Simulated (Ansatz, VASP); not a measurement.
# SrCl2: VASP beside Ansatz

The input INCAR:

```
SYSTEM = SrCl2
PREC     = Accurate       ! precision mode
ENCUT    = 520            ! plane-wave cutoff, eV
EDIFF    = 1E-6           ! SCF threshold, eV
ISMEAR   = 0              ! smearing method
SIGMA    = 0.02           ! smearing width, eV
LREAL    = .False.        ! projectors in reciprocal space
LASPH    = .True.         ! aspherical terms in the spheres
NELM     = 80             ! most SCF steps
ALGO     = Normal         ! electronic algorithm
ISIF     = 2              ! what is computed and relaxed
LWAVE    = .False.        ! write WAVECAR
LCHARG   = .True.         ! write CHGCAR
GGA      = PE             ! functional
LELF     = .True.         ! ELF
LVHAR    = .True.       
NBANDS   = 19             ! bands
```

Contents of KPOINTS:

```
Automatic mesh
0
Gamma
  6 6 6
  0 0 0
```

File POSCAR:

```
SrCl2
1.0
    0.0000000000      3.4103015867      3.4103015867
    3.4103015867      0.0000000000      3.4103015867
    3.4103015867      3.4103015867      0.0000000000
Sr Cl
1 2
Direct
    0.0000000000      0.0000000000      0.0000000000
    0.2500000000      0.2500000000      0.2500000000
    0.7500000000      0.7500000000      0.7500000000
```

Input for Ansatz:

```yaml
crystal:
  lattice:
    - [0.0, 3.4103015867, 3.4103015867]
    - [3.4103015867, 0.0, 3.4103015867]
    - [3.4103015867, 3.4103015867, 0.0]
  atoms:
    - { symbol: Sr, position: [0.0, 0.0, 0.0] }
    - { symbol: Cl, position: [0.25, 0.25, 0.25] }
    - { symbol: Cl, position: [0.75, 0.75, 0.75] }
basis:
  ecutwfc: 420
kpoints:
  mp_grid: { grid: [6, 6, 6] }
hamiltonian:
  xc: pbe
scf:
  occupations: { method: gaussian, width: 0.02 }
output:
  forces: true
  stress: true
  eigenvalues: true
```

Alike in both runs: task single point; functional PBE; k mesh 6 × 6 × 6; occupations gaussian, width 0.02 eV; no spin polarisation.

|  | VASP | Ansatz |
| --- | --- | --- |
| version | VASP 6.6.1 | Ansatz 0.2.0 |
| potentials or method | VASP PAW PBE potentials, release 64 (Sr_sv, Cl) | scalar-relativistic, plane waves, PAW |
| plane-wave cutoff (eV) | 520 | 420 |
| valence electrons in the cell | 24 | 24 |

Ansatz gave:

- gap on the k mesh at the Fermi level (eV): 5.47
- least direct gap on the mesh (eV): 5.47
- pressure (GPa): 4.0

Question: Which values does VASP return?

Answer: gap on the k mesh at the Fermi level (eV): 5.46; least direct gap on the mesh (eV): 5.46; pressure (GPa): 4.1.

A k mesh can miss the band edges. As with any semilocal functional, this PBE gap is likely too small.
